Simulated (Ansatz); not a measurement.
Molecular dynamics on a 2×2×2 supercell (24 atoms) of Li2S (antifluorite), relaxed with r2SCAN. Forces come from PBE in the plane-wave code Ansatz: a Nosé-Hoover thermostat at fixed volume, 1000 K, steps of 1 fs. Classical nuclei, no spin polarisation; a few dozen steps show the first response, not equilibrium.

```yaml
crystal:
  lattice:
    - [0.0, 5.690588433, 5.690588433]
    - [5.690588433, 0.0, 5.690588433]
    - [5.690588433, 5.690588433, 0.0]
  atoms:
    - { symbol: S, position: [0.0, 0.0, 0.0] }
    - { symbol: Li, position: [0.125, 0.125, 0.125] }
    - { symbol: Li, position: [0.375, 0.375, 0.375] }
    - { symbol: S, position: [0.0, 0.0, 0.5] }
    - { symbol: Li, position: [0.125, 0.125, 0.625] }
    - { symbol: Li, position: [0.375, 0.375, 0.875] }
    - { symbol: S, position: [0.0, 0.5, 0.0] }
    - { symbol: Li, position: [0.125, 0.625, 0.125] }
    - { symbol: Li, position: [0.375, 0.875, 0.375] }
    - { symbol: S, position: [0.0, 0.5, 0.5] }
    - { symbol: Li, position: [0.125, 0.625, 0.625] }
    - { symbol: Li, position: [0.375, 0.875, 0.875] }
    - { symbol: S, position: [0.5, 0.0, 0.0] }
    - { symbol: Li, position: [0.625, 0.125, 0.125] }
    - { symbol: Li, position: [0.875, 0.375, 0.375] }
    - { symbol: S, position: [0.5, 0.0, 0.5] }
    - { symbol: Li, position: [0.625, 0.125, 0.625] }
    - { symbol: Li, position: [0.875, 0.375, 0.875] }
    - { symbol: S, position: [0.5, 0.5, 0.0] }
    - { symbol: Li, position: [0.625, 0.625, 0.125] }
    - { symbol: Li, position: [0.875, 0.875, 0.375] }
    - { symbol: S, position: [0.5, 0.5, 0.5] }
    - { symbol: Li, position: [0.625, 0.625, 0.625] }
    - { symbol: Li, position: [0.875, 0.875, 0.875] }
kpoints:
  mp_grid: { grid: [2, 2, 2] }
hamiltonian:
  xc: pbe
scf:
  occupations: { method: fermi_dirac, width: 0.086 }
md:
  ensemble: nvt_nose_hoover
  temperature: 1000
  timestep: 1.0
  n_steps: 20
  initial_velocities: maxwell_boltzmann
  seed: 7023
```

Run as `ansatz run input.yaml --threads 4 --pin off --max-ram 3686MiB --backend cpu --events-out ev --progress --plain --runs-dir out`.

Q: It ran on 4 threads of Arm Neoverse N1 (shared host). About how long did it take, and how much host memory at the peak?

A: About 73 s, with a peak of 1.1 GiB.

```tsv
step	t (fs)	T (K)	free energy F from step 0 (meV/atom)	kinetic energy (meV/atom)	largest force (eV/Å)
0	0	1000	0.0	123.9	0.00
1	1	996	0.5	123.4	0.10
2	2	985	1.9	122.0	0.20
3	3	966	4.2	119.7	0.31
4	4	940	7.5	116.4	0.42
5	5	907	11.5	112.4	0.54
6	6	868	16.4	107.5	0.66
7	7	823	22.0	101.9	0.78
8	8	773	28.1	95.8	0.90
9	9	720	34.8	89.2	1.02
10	10	664	41.7	82.2	1.15
11	11	606	48.9	75.1	1.27
12	12	549	56.1	68.0	1.38
13	13	492	63.1	61.0	1.49
14	14	438	69.8	54.3	1.58
15	15	388	76.1	48.1	1.66
16	16	343	81.7	42.5	1.73
17	17	305	86.5	37.7	1.78
18	18	273	90.5	33.8	1.81
19	19	248	93.6	30.8	1.82
20	20	232	95.7	28.7	1.80
```

The temperature goes from 1000 K to 232 K in 20 fs. The thermostat hasn't had time to restore it. The atoms start on their lattice sites with kinetic energy alone, so much of it first passes into potential energy. By the last step the atoms have moved 0.25 Å in the root mean square, the drift of the whole cell taken out, 0.54 Å at most.

Positions (Å) and forces (eV/Å) at step 20:
```
S    0.053   0.056  -0.001    -0.561  -0.408  -0.496
Li   1.535   1.066   1.110     0.920   1.212   0.804
Li   4.509   4.243   4.401    -0.545  -0.216  -0.412
S    2.844   3.042   0.037     0.489  -1.006   0.013
Li   4.562   4.371   1.497    -0.780  -0.164   0.031
Li   6.605   7.127   4.093     1.408  -0.936   0.629
S    2.917   0.080   2.814    -0.348  -0.534  -0.034
Li   4.106   1.529   4.452     0.313  -0.582  -1.018
Li   6.839   4.157   7.034     0.863  -0.072   0.295
S    5.729   2.803   2.904    -0.115   0.419  -0.447
Li   7.304   4.115   4.175    -0.072   0.627  -0.036
Li  10.001   7.289   6.920     0.106  -0.965   0.700
S   -0.082   2.834   2.873    -0.279   0.119  -0.540
Li   1.387   4.243   4.435     0.330   0.170  -0.736
Li   4.318   7.097   7.101    -0.105   0.141   0.028
S    2.755   5.726   2.847     0.486  -0.613  -0.048
Li   4.184   6.846   4.208    -0.244   0.659   0.307
Li   7.324   9.885   7.024    -0.499   0.298   0.682
S    2.788   2.821   5.681    -0.156   0.003  -0.164
Li   4.171   3.863   7.144     0.058   1.479   0.260
Li   7.126   7.185   9.768     0.158  -0.194   0.592
S    5.686   5.600   5.746    -0.236   0.612  -0.341
Li   7.209   7.070   7.149    -0.336  -0.116  -0.262
Li  10.211  10.043   9.889    -0.857   0.068   0.193
```
